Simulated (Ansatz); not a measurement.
# SnTe (rocksalt type): the cost of one run

Computed with Ansatz 0.2.0 (DFT, PBE, PAW with Ansatz's default frozen-core files, scalar-relativistic, unless a step's input says otherwise).

### 1 The starting structure

Symmetry: Fm-3m, No. 225, cubic system. Conventional cell: a = 5.783 Å, b = 5.783 Å, c = 5.783 Å, α = 90.00°, β = 90.00°, γ = 90.00°. Sn (site symmetry m-3m) is surrounded by 6 Te at 2.89 Å. Te (site symmetry m-3m) has 6 Sn at 2.89 Å as nearest neighbours.

Structure file:

```xyz
2
Lattice="0.0000 2.8916 2.8916 2.8916 0.0000 2.8916 2.8916 2.8916 0.0000" Properties=species:S:1:pos:R:3 pbc="T T T"
Sn    0.0000    0.0000    0.0000
Te    2.8916    2.8916    2.8916
```

Atoms are numbered in the order of the input: Sn1, Te2.

### 2 Cell relaxed at zero pressure, PAW

input.yaml reads:

```yaml
crystal:
  lattice:
    - [0.0, 2.8916353749, 2.8916353749]
    - [2.8916353749, 0.0, 2.8916353749]
    - [2.8916353749, 2.8916353749, 0.0]
  atoms:
    - { symbol: Sn, position: [0.0, 0.0, 0.0] }
    - { symbol: Te, position: [0.5, 0.5, 0.5] }
kpoints:
  mp_grid: { grid: [12, 12, 12] }
scf:
  occupations: { method: fermi_dirac, width: 0.05 }
hamiltonian:
  xc: pbe
  pseudopotentials: { kind: paw }
output:
  forces: true
  stress: true
relax:
  f_tol: 0.005
  max_steps: 40
  cell: {}
```

On the command line:

```sh
$ ansatz run input.yaml --threads 1 --pin off --max-ram 3584MiB --backend cpu --events-out ev --progress --plain --runs-dir out
```

Q: Estimate wall time and peak memory on 1 thread of Intel Xeon 6975P-C (Granite Rapids), shared host.

About 13 s, with a peak of 0.43 GiB.
